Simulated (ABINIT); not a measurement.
# ZnO (Cmmm) in ABINIT: convergence with k mesh

Aim: find how far k mesh must go before the results for ZnO settle, at RPBE. This setting moves, with any that are tied to it; all else stays.

All numbers are computed with ABINIT 10.8.3 (patched build); they aren't measurements. Logs are shortened: lines on timing, memory, paths and dates and some standing lists are left out, and cuts for length are marked. The log counts tension as positive stress, the text compression.

## (1) The crystal as given

The structure is orthorhombic, space group Cmmm (No. 65). Conventional cell: a = 2.866 Å, b = 7.054 Å, c = 2.838 Å, α = 90.00°, β = 90.00°, γ = 90.00°. Zn (site symmetry mmm) has 4 O at 2.02 Å as nearest neighbours. O (site symmetry mmm) is surrounded by 4 Zn at 2.02 Å.

The cell was built by a generator and needn't be a form met in nature.

## (2) With k mesh 2 × 2 × 2

Contents of run.abi:

```
pp_dirpath "./"
pseudos "Zn.GGA_PBE-JTH.xml, O.GGA_PBE-JTH.xml"

acell 3*1.0
rprim
     2.7084121736    -6.6652152196     0.0000000000
     2.7084121736     6.6652152196     0.0000000000
     0.0000000000     0.0000000000     5.3639687075
ntypat 2
znucl 30 8
natom 2
typat 1 2
xred
     0.0000000000     0.0000000000     0.0000000000
     0.5000000000     0.5000000000     0.5000000000
chkprim 0
chksymtnons 0
tolsym 1.0e-6

ecut 23.0
pawecutdg 45.0
pawxcdev 0

kptopt 1
ngkpt 2 2 2
nshiftk 1
shiftk 0.0 0.0 0.0

ixc 15

nband 13
occopt 4
tsmear 0.00367493

nstep 100
tolvrs 1.0e-9

iomode 3
prtwf 0
prtden 0
prteig 0
prtebands 0
enunit 2
```

Potentials or basis: JTH PAW PBE v2.0.

On the command line:

```sh
> abinit run.abi > log 2>&1
```

run.abo:

```text
.Version 10.8.3 of ABINIT
 Symmetries : space group Cm m m (# 65); Bravais oC (1-face-center ortho.)
================================================================================
 Values of the parameters that define the memory need of the present run
     intxc =       0    ionmov =       0      iscf =      17    lmnmax =      18
     lnmax =       6     mgfft =      32  mpssoang =       3    mqgrid =    3001
     natom =       2  nloc_mem =       2    nspden =       1   nspinor =       1
    nsppol =       1      nsym =       8    n1xccc =       1    ntypat =       2
    occopt =       4   xclevel =       2
       mpw =         516          nfft =       24576          nkpt =           6
 PAW method is used; the additional fine FFT grid is defined by:
   mgfftf=        45    nfftf =     72900
================================================================================
================================================================================

--------------------------------------------------------------------------------
------------- Echo of variables that govern the present computation ------------
--------------------------------------------------------------------------------
 -outvars: echo values of preprocessed input variables --------
            acell      1.0000000000E+00  1.0000000000E+00  1.0000000000E+00 Bohr
              amu      6.53900000E+01  1.59994000E+01
          chkprim           0
      chksymtnons           0
             ecut      2.30000000E+01 Hartree
           enunit           2
              ixc          15
         kptrlatt        2    0    0      0    2    0      0    0    2
          kptrlen      1.07279374E+01
            natom           2
            nband          13
            ngfft          32      32      24
          ngfftdg          45      45      36
             nkpt           6
            nstep         100
             nsym           8
           ntypat           2
           occopt           4
        pawecutdg      4.50000000E+01 Hartree
         pawxcdev           0
           prtden           0
        prtebands           0
           prteig           0
            prtwf           0
            rprim      2.7084121736E+00 -6.6652152196E+00  0.0000000000E+00
                       2.7084121736E+00  6.6652152196E+00  0.0000000000E+00
                       0.0000000000E+00  0.0000000000E+00  5.3639687075E+00
          spgroup          65
           tolsym      1.00000000E-06
           tolvrs      1.00000000E-09
           tsmear      3.67493000E-03 Hartree
            typat      1  2
           useylm           1
           xangst      0.0000000000E+00  0.0000000000E+00  0.0000000000E+00
                       1.4332299990E+00  7.8419236301E-17  1.4192449990E+00
            xcart      0.0000000000E+00  0.0000000000E+00  0.0000000000E+00
                       2.7084121736E+00  1.4819087961E-16  2.6819843537E+00
             xred      0.0000000000E+00  0.0000000000E+00  0.0000000000E+00
                       5.0000000000E-01  5.0000000000E-01  5.0000000000E-01
            znucl       30.00000    8.00000

================================================================================

 chkinp: Checking input parameters for consistency.

================================================================================
== DATASET  1 ==================================================================

--- !DatasetInfo
iteration_state: {dtset: 1, }
dimensions: {natom: 2, nkpt: 6, mband: 13, nsppol: 1, nspinor: 1, nspden: 1, mpw: 516, }
cutoff_energies: {ecut:  23.0, pawecutdg:  45.0, }
electrons: {nelect:   1.80000000E+01, charge:   0.00000000E+00, occopt:   4.00000000E+00, tsmear:   3.67493000E-03, }
meta: {optdriver: 0, ionmov: 0, optcell: 0, iscf: 17, paral_kgb: 0, }
...

 Exchange-correlation functional for the present dataset will be:
  GGA: RPBE functional - ixc=15
  Hammer, L. B. Hansen, and J. K. Norskov, PRB 59, 7413 (1999)

 Real(R)+Recip(G) space primitive vectors, cartesian coordinates (Bohr,Bohr^-1):
[... 99 lines left out ...]
force_length_stats: {min:   0.00000000E+00, max:   0.00000000E+00, mean:   0.00000000E+00, }
...

 Integrated electronic density in atomic spheres:
 ------------------------------------------------
 Atom  Sphere_radius  Integrated_density
    1        2.30770         10.73026296
    2        1.41465          4.56186838

================================================================================

 ----iterations are completed or convergence reached----

 Mean square residual over all n,k,spin=   31.010E-09; max=  24.187E-07
 reduced coordinates (array xred) for    2 atoms
       0.000000000000      0.000000000000      0.000000000000
       0.500000000000      0.500000000000      0.500000000000
 rms dE/dt=  0.0000E+00; max dE/dt=  0.0000E+00; dE/dt below (all hartree)
    1       0.000000000000      0.000000000000      0.000000000000
    2       0.000000000000      0.000000000000      0.000000000000

 cartesian coordinates (angstrom) at end:
    1      0.00000000000000     0.00000000000000     0.00000000000000
    2      1.43322999902906     0.00000000000000     1.41924499904008

 cartesian forces (hartree/bohr) at end:
    1     -0.00000000000000    -0.00000000000000    -0.00000000000000
    2     -0.00000000000000    -0.00000000000000    -0.00000000000000
 frms,max,avg= 0.0000000E+00 0.0000000E+00   0.000E+00  0.000E+00  0.000E+00 h/b

 cartesian forces (eV/Angstrom) at end:
    1     -0.00000000000000    -0.00000000000000    -0.00000000000000
    2     -0.00000000000000    -0.00000000000000    -0.00000000000000
 frms,max,avg= 0.0000000E+00 0.0000000E+00   0.000E+00  0.000E+00  0.000E+00 e/A
 length scales=  1.000000000000  1.000000000000  1.000000000000 bohr
              =  0.529177210544  0.529177210544  0.529177210544 angstroms
 Fermi (or HOMO) energy (hartree) =   0.19071   Average Vxc (hartree)=  -0.33331
 Eigenvalues (hartree) for nkpt=   6  k points:
 kpt#   1, nband= 13, wtk=  0.12500, kpt=  0.0000  0.0000  0.0000 (reduced coord)
  -0.49235   -0.05036   -0.03972   -0.03128   -0.02973   -0.02555    0.09453    0.09957
   0.10121    0.18544    0.54837    0.55931    0.70691
      occupation numbers for kpt#   1
   2.00000    2.00000    2.00000    2.00000    2.00000    2.00000    2.00000    2.00000
   2.00000    2.12435    0.00000    0.00000    0.00000
 prteigrs : prtvol=0 or 1, do not print more k-points.

 Fermi (or HOMO) energy (eV) =   5.18948   Average Vxc (eV)=  -9.06980
 Eigenvalues (   eV  ) for nkpt=   6  k points:
 kpt#   1, nband= 13, wtk=  0.12500, kpt=  0.0000  0.0000  0.0000 (reduced coord)
 -13.39757   -1.37030   -1.08085   -0.85121   -0.80901   -0.69516    2.57241    2.70951
   2.75406    5.04617   14.92198   15.21947   19.23593
 prteigrs : prtvol=0 or 1, do not print more k-points.

--- !EnergyTerms
iteration_state     : {dtset: 1, }
comment             : Components of total free energy in Hartree
kinetic             :  1.41818797428472E+01
hartree             :  2.52455583443015E+01
xc                  : -4.66658976073504E+00
Ewald energy        : -4.77877322418597E+01
psp_core            :  1.19319608550067E+00
local_psp           : -8.60599070212964E+01
PAW spherical_terms :  1.75391707430406E+01
internal            : -8.03544241082011E+01
'-kT*entropy'       : -1.91035264496562E-04
total_energy        : -8.03546151434656E+01
total_energy_eV     : -2.18656046931600E+03
...

--- !EnergyTermsDC
iteration_state     : {dtset: 1, }
comment             : '"Double-counting" decomposition of free energy'
band_energy         : -8.21661502000823E-01
Ewald energy        : -4.77877322418597E+01
psp_core            :  1.19319608550067E+00
xc_dc               : -2.40109033289144E+01
PAW spherical_terms : -8.92732060152886E+00
internal            : -8.03544215888031E+01
'-kT*entropy'       : -1.91035264496562E-04
total_energy_dc     : -8.03546126240676E+01
total_energy_dc_eV  : -2.18656040075969E+03
...

--- !EnergyTermsWithPAWCore
iteration_state     : {dtset: 1, }
comment             : 'Components of total free energy, including PAW core contributions'
Total energy        : -1.87155002832061E+03
Total energy DC     : -1.87155002580121E+03
Total energy (eV)   : -5.09274706993087E+04
Total energy DC (eV): -5.09274706307524E+04
...

 Cartesian components of stress tensor (hartree/bohr^3)
  sigma(1 1)= -3.16678389E-04  sigma(3 2)=  0.00000000E+00
  sigma(2 2)= -7.14998872E-05  sigma(3 1)=  0.00000000E+00
  sigma(3 3)= -3.42336764E-04  sigma(2 1)=  0.00000000E+00

-Cartesian components of stress tensor (GPa)         [Pressure=  7.1642E+00 GPa]
- sigma(1 1)= -9.31699986E+00  sigma(3 2)=  0.00000000E+00
- sigma(2 2)= -2.10359931E+00  sigma(3 1)=  0.00000000E+00
- sigma(3 3)= -1.00718953E+01  sigma(2 1)=  0.00000000E+00

== END DATASET(S) ==============================================================
================================================================================

 -outvars: echo values of variables after computation  --------
            acell      1.0000000000E+00  1.0000000000E+00  1.0000000000E+00 Bohr
           etotal     -8.0354612624E+01
            fcart     -0.0000000000E+00 -0.0000000000E+00 -0.0000000000E+00
                      -0.0000000000E+00 -0.0000000000E+00 -0.0000000000E+00
            rprim      2.7084121736E+00 -6.6652152196E+00  0.0000000000E+00
                       2.7084121736E+00  6.6652152196E+00  0.0000000000E+00
                       0.0000000000E+00  0.0000000000E+00  5.3639687075E+00
           strten     -3.1667838859E-04 -7.1499887167E-05 -3.4233676430E-04
                       0.0000000000E+00  0.0000000000E+00  0.0000000000E+00
           xangst      0.0000000000E+00  0.0000000000E+00  0.0000000000E+00
                       1.4332299990E+00  7.8419236301E-17  1.4192449990E+00
             xred      0.0000000000E+00  0.0000000000E+00  0.0000000000E+00
                       5.0000000000E-01  5.0000000000E-01  5.0000000000E-01
 Calculation completed.
```

Wall time 7.7 s (1 thread of Arm Neoverse V1, shared host); peak memory 0.08 GiB.

What came out:

* Free energy: -2186.5604 eV
* Pressure: 7.2 GPa
* Band gap on the k mesh: none (metal or under the smearing width)
* Valence electrons inside the program's atomic spheres: Zn 10.73; O 4.56

## (3) With k mesh 3 × 3 × 3

run.abi: that of step 2 with these lines changed.

```diff
@@ -24,3 +24,3 @@
 kptopt 1
-ngkpt 2 2 2
+ngkpt 3 3 3
 nshiftk 1
```

Potentials or basis: JTH PAW PBE v2.0.

On the command line:

```sh
> abinit run.abi > log 2>&1
```

It took 10 s on 1 thread of Arm Neoverse V1, shared host; peak memory 0.08 GiB.

It converged, with:

```yaml
Free_energy: -2187.4345 eV
Pressure: 2.9 GPa
Valence_electrons_inside_the_program's_atomic_spheres: Zn 10.77; O 4.55
```

## (4) With k mesh 4 × 4 × 4

run.abi: that of step 3 with these lines changed.

```diff
@@ -24,3 +24,3 @@
 kptopt 1
-ngkpt 3 3 3
+ngkpt 4 4 4
 nshiftk 1
```

On the command line:

```sh
> abinit run.abi > log 2>&1
```

It took 23 s on 1 thread of Arm Neoverse V1, shared host; peak memory 0.09 GiB.

It converged, with:

```yaml
Free_energy: -2187.5224 eV
Pressure: 3.2 GPa
Band_gap_on_the_k_mesh: none (metal or under the smearing width)
Valence_electrons_inside_the_program's_atomic_spheres: Zn 10.77; O 4.54
```

## (5) With k mesh 6 × 6 × 5

run.abi: that of step 4 with these lines changed.

```diff
@@ -24,3 +24,3 @@
 kptopt 1
-ngkpt 4 4 4
+ngkpt 6 6 5
 nshiftk 1
```

On the command line:

```sh
> abinit run.abi > log 2>&1
```

It took 33 s on 1 thread of Arm Neoverse V1, shared host; peak memory 0.1 GiB.

It converged, with:

- Free energy: -2187.5527 eV
- Pressure: 3.1 GPa
- Band gap on the k mesh: none (metal or under the smearing width)
- Valence electrons inside the program's atomic spheres: Zn 10.77; O 4.54

## (6) With k mesh 8 × 8 × 7

run.abi: that of step 5 with these lines changed.

```diff
@@ -24,3 +24,3 @@
 kptopt 1
-ngkpt 6 6 5
+ngkpt 8 8 7
 nshiftk 1
```

Potentials or basis: JTH PAW PBE v2.0.

On the command line:

```sh
> abinit run.abi > log 2>&1
```

Run time: 61 s. Hardware: 1 thread of Arm Neoverse V1, shared host; peak memory 0.12 GiB.

It converged, with:

```yaml
Free_energy: -2187.5581 eV
Pressure: 3.2 GPa
Band_gap_on_the_k_mesh: none (metal or under the smearing width)
Valence_electrons_inside_the_program's_atomic_spheres: Zn 10.77; O 4.54
```

## (7) With k mesh 9 × 9 × 8

run.abi: that of step 6 with these lines changed.

```diff
@@ -24,3 +24,3 @@
 kptopt 1
-ngkpt 8 8 7
+ngkpt 9 9 8
 nshiftk 1
```

On the command line:

```sh
> abinit run.abi > log 2>&1
```

Run time: 91 s. Hardware: 1 thread of Arm Neoverse V1, shared host; peak memory 0.14 GiB.

Results (log left out):

| Item | Value |
| --- | --- |
| Free energy | -2187.5583 eV |
| Pressure | 3.2 GPa |
| Band gap on the k mesh | none (metal or under the smearing width) |
| Valence electrons inside the program's atomic spheres | Zn 10.77; O 4.54 |

## (8) With k mesh 10 × 10 × 9

run.abi: that of step 7 with these lines changed.

```diff
@@ -24,3 +24,3 @@
 kptopt 1
-ngkpt 9 9 8
+ngkpt 10 10 9
 nshiftk 1
```

On the command line:

```sh
> abinit run.abi > log 2>&1
```

Wall time 1.8 min (1 thread of Arm Neoverse V1, shared host); peak memory 0.16 GiB.

The run converged. Its results:

| Item | Value |
| --- | --- |
| Free energy | -2187.5585 eV |
| Pressure | 3.2 GPa |
| Band gap on the k mesh | none (metal or under the smearing width) |
| Valence electrons inside the program's atomic spheres | Zn 10.77; O 4.54 |

## (9) With k mesh 12 × 12 × 11

run.abi: that of step 8 with these lines changed.

```diff
@@ -24,3 +24,3 @@
 kptopt 1
-ngkpt 10 10 9
+ngkpt 12 12 11
 nshiftk 1
```

Potentials or basis: JTH PAW PBE v2.0.

On the command line:

```sh
> abinit run.abi > log 2>&1
```

Run time: 3 min. Hardware: 1 thread of Arm Neoverse V1, shared host; peak memory 0.21 GiB.

The run converged. Its results:

* Free energy: -2187.5586 eV
* Pressure: 3.2 GPa
* Band gap on the k mesh: none (metal or under the smearing width)
* Valence electrons inside the program's atomic spheres: Zn 10.77; O 4.54

## (10) With k mesh 15 × 15 × 14

run.abi: that of step 9 with these lines changed.

```diff
@@ -24,3 +24,3 @@
 kptopt 1
-ngkpt 12 12 11
+ngkpt 15 15 14
 nshiftk 1
```

On the command line:

```sh
> abinit run.abi > log 2>&1
```

Run time: 5.8 min. Hardware: 1 thread of Arm Neoverse V1, shared host; peak memory 0.33 GiB.

The run converged. Its results:

- Free energy: -2187.5586 eV
- Pressure: 3.2 GPa
- Band gap on the k mesh: none (metal or under the smearing width)
- Valence electrons inside the program's atomic spheres: Zn 10.77; O 4.54

## (11) The series at a glance

```
      k mesh  energy less the tightest run (meV/atom)  pressure (GPa)  SCF cycles  CPU time (s)  peak memory (GiB)
   2 × 2 × 2                                   499.11            7.16          21           7.5               0.08
   3 × 3 × 3                                    62.06            2.89          21            10               0.08
   4 × 4 × 4                                    18.11            3.16          29            23               0.09
   6 × 6 × 5                                     2.94            3.14          23            33                0.1
   8 × 8 × 7                                     0.27            3.15          21            61               0.12
   9 × 9 × 8                                     0.15            3.15          22            91               0.14
 10 × 10 × 9                                     0.04            3.16          20           110               0.16
12 × 12 × 11                                     0.01            3.16          22           180               0.21
15 × 15 × 14                                     0.00            3.16          21           350               0.33
```

Against the tightest run, the energy stays within 1 meV/atom from 8 × 8 × 7 on; the pressure stays within 0.1 GPa from 4 × 4 × 4 on. Meshes of other sizes hit other points, so gaps and Fermi surfaces needn't settle smoothly. The tightest run that finished is the yardstick and may itself not be fully converged.

Caveats: the PAW data sets were made with another functional, which shifts forces and pressure a little.
